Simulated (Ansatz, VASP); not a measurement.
# Two plane-wave programs on MgO

INCAR

```
SYSTEM = MgO
  PREC = Accurate
  ENCUT = 520
  EDIFF = 1E-6
  ISMEAR = 0
  SIGMA = 0.05
  LREAL = .False.
  LASPH = .True.
  NELM = 100
  ALGO = Normal
  ISIF = 2
  LWAVE = .False.
  LCHARG = .False.
  GGA = PS
  NBANDS = 16
```

File KPOINTS:

```
regular mesh
0
Gamma
  8 8 6
  0 0 0
```

The input POSCAR:

```
MgO
1.0
    0.0000000000     -2.1071057205     -2.1071057205
    0.0000000000      2.1071057205     -2.1071057205
    4.2142114411      0.0000000000      0.0000000000
Mg O
2 2
Direct
    0.4466092285      0.5533907715      0.5000000000
    0.0533907715     -0.0533907715      0.0000000000
    0.5299202588      0.4700797412      0.0000000000
   -0.0299202588      0.0299202588      0.5000000000
```

Input for Ansatz:

```yaml
crystal:
  lattice:
    - [0.0, -2.1071057205, -2.1071057205]
    - [0.0, 2.1071057205, -2.1071057205]
    - [4.2142114411, 0.0, 0.0]
  atoms:
    - { symbol: Mg, position: [0.4466092285, 0.5533907715, 0.5] }
    - { symbol: Mg, position: [0.0533907715, -0.0533907715, 0.0] }
    - { symbol: O, position: [0.5299202588, 0.4700797412, 0.0] }
    - { symbol: O, position: [-0.0299202588, 0.0299202588, 0.5] }
basis:
  ecutwfc: 420
kpoints:
  mp_grid: { grid: [8, 8, 6] }
hamiltonian:
  xc: pbesol
scf:
  occupations: { method: gaussian, width: 0.05 }
  initial_density: { chi_scale: 0.1 }
output:
  forces: true
  eigenvalues: true
  stress: true
```

Measurements of this composition are mostly on another form, of space group No. 225.

Alike in both runs: task single point; functional PBEsol; k mesh 8 × 8 × 6; occupations gaussian, width 0.05 eV; no spin polarisation.

```csv
,VASP,Ansatz
version,VASP 6.6.1,Ansatz 0.2.0
potentials or method,"VASP PAW PBE potentials, release 64 (Mg, O)","scalar-relativistic, plane waves, PAW"
plane-wave cutoff (eV),520,420
valence electrons in the cell,16,32
```

VASP gave:

| Property | Result |
| --- | --- |
| gap on the k mesh at the Fermi level (eV) | 4.38 |
| pressure (GPa) | 1.0 |
| largest component of the traceless stress (GPa) | 4.07 |
| rms of the force components (eV/Å) | 0.742 |

Q: What did Ansatz give for the same quantities?

A: gap on the k mesh at the Fermi level (eV): 4.38; pressure (GPa): 1.4; largest component of the traceless stress (GPa): 4.02; rms of the force components (eV/Å): 0.735.

Atom by atom the forces differ by 0.007 eV/Å (rms over components). With one functional, cell and mesh, what is left measures potentials, basis and numerics. The two sets of potentials don't hold the same shells in valence.

Caveats: the PAW data sets were made with another functional, which shifts forces and pressure a little (VASP).
